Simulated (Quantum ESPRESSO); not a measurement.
**TaN: equation of state with PBE**

Crystal: TaN.

```
Ta N
1.0
     2.93800    0.00000    0.00000
    -1.46900    2.54438    0.00000
     0.00000    0.00000    2.88300
Ta N
1 1
Direct
  0.00000 0.00000 0.50000
  0.66667 0.33333 0.00000
```

```json
{
 "Program": "Quantum ESPRESSO 7.5",
 "Task": "equation of state",
 "Functional": "PBE",
 "Potentials or basis": "SSSP 1.3 efficiency PBE",
 "Cutoff": "816 eV",
 "Density cutoff": "6531 eV",
 "k mesh": "10 × 10 × 9",
 "Occupations": "fermi-dirac, width 0.05 eV",
 "Spin": "no spin polarisation"
}
```

* Equilibrium volume: 10.92 Å³/atom
* Bulk modulus at fixed shape and positions: 338 GPa
* Pressure derivative of the bulk modulus: 4.3

Energy against volume, from the lowest point:
| volume (Å³/atom) | energy (meV/atom) |
| --- | --- |
| 10.129 | 68.60 |
| 10.345 | 34.72 |
| 10.560 | 12.77 |
| 10.776 | 1.55 |
| 10.991 | 0.00 |
| 11.207 | 7.12 |
| 11.422 | 22.06 |

All runs of the series together: 2.3 min on 1 thread of Arm Neoverse V2, on a shared host.

Caveat: the cell was scaled at fixed shape and fractional positions, which overstates the stiffness of a crystal with free parameters, most of all of layers and chains. Spin-orbit coupling is left out, which matters for the levels of Ta.
